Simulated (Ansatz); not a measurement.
**Tantalum, dhcp under RPBE: from relaxation to bulk modulus**

What does RPBE give for tantalum in the dhcp structure? We relax it, solve it on a dense k-mesh, then scale the cell to 7 volumes from 88 to 112 % of the relaxed one and try a fit of the equation of state. Spin polarisation is left out. The k-meshes are 12×12×4 for the relaxation; 16×16×4 for the dense run; 14×14×4 for the volumes.

Program: Ansatz 0.2.0. Level of theory: DFT RPBE, plane waves (420 eV) with PAW, scalar-relativistic; PBE-made PAW files. These are calculated values, not measurements.

## Step 1: The starting structure

Symmetry: P6_3/mmc, No. 194, hexagonal system. Conventional cell: a = 2.945 Å, b = 2.945 Å, c = 9.619 Å, α = 90.00°, β = 90.00°, γ = 120.00°. Around Ta (site symmetry -3m) lie 12 Ta at 2.95 Å. Around Ta (site symmetry -6m2) lie 12 Ta at 2.95 Å.

As a file:

```
CELL_PARAMETERS angstrom
2.94513 0.00000 0.00000
-1.47256 2.55056 0.00000
0.00000 0.00000 9.61879
ATOMIC_POSITIONS crystal
Ta 0.00000 0.00000 0.00000
Ta 0.00000 0.00000 0.50000
Ta 0.33333 0.66667 0.25000
Ta 0.66667 0.33333 0.75000
```

## Step 2: Geometry optimisation

File input.yaml:

```yaml
crystal:
  lattice:
    - [2.9451288715, 0.0, 0.0]
    - [-1.4725644358, 2.5505564202, 0.0]
    - [0.0, 0.0, 9.6187908944]
  atoms:
    - { symbol: Ta, position: [0.0, 0.0, 0.0] }
    - { symbol: Ta, position: [0.0, 0.0, 0.5] }
    - { symbol: Ta, position: [0.3333333333, 0.6666666667, 0.25] }
    - { symbol: Ta, position: [0.6666666667, 0.3333333333, 0.75] }
hamiltonian:
  xc: rpbe
  pseudopotentials:
    kind: paw
    azcp:
      Ta: "pseudopotentials/Ta.paw.azcp"
basis:
  ecutwfc: 420
  fft_grid_basis: typed
kpoints:
  mp_grid: { grid: [12, 12, 4], shift: [0, 0, 0] }
magnetization:
  spin_polarized: false
scf:
  occupations: { method: fermi_dirac, width: 0.1 }
relax:
  max_steps: 60
  f_tol: 0.01
  cell: {}
```

The runs that follow: Single point on a dense mesh; The cell scaled to 88 % of its volume; The cell scaled to 92 % of its volume; The cell scaled to 96 % of its volume; The cell scaled to 100 % of its volume; The cell scaled to 104 % of its volume; The cell scaled to 108 % of its volume; The cell scaled to 112 % of its volume.

Before running it: what results should come out? Wanted: space group; conventional cell; volume; shortest distance; gap on the mesh; relative to bcc; V₀, B₀, B₀′.

The runs gave:

| quantity | value |
| --- | --- |
| space group (spins left aside) | P6_3/mmc (No. 194) |
| conventional cell | a = 2.960 Å, c = 10.082 Å (c/a = 3.406) |
| volume | 19.127 Å³/atom |
| shortest distance | 2.960 Å |
| gap on the mesh | none (levels filled in part) |
| relative to bcc | +241 meV/atom |
| V₀, B₀, B₀′ | 19.113 Å³/atom, 184 GPa, 3.7 |

The relaxation enlarged the cell by 5.9 % in volume. Against the reference form of tantalum (bcc, computed apart with the same settings) it stands 241 meV/atom higher. No gap shows: it is a metal or semimetal at this level. The fitted modulus is 184 GPa; letting shape and positions relax at each volume could only lower it. The symmetry was held, so the structure may be unstable against distortions that break it.
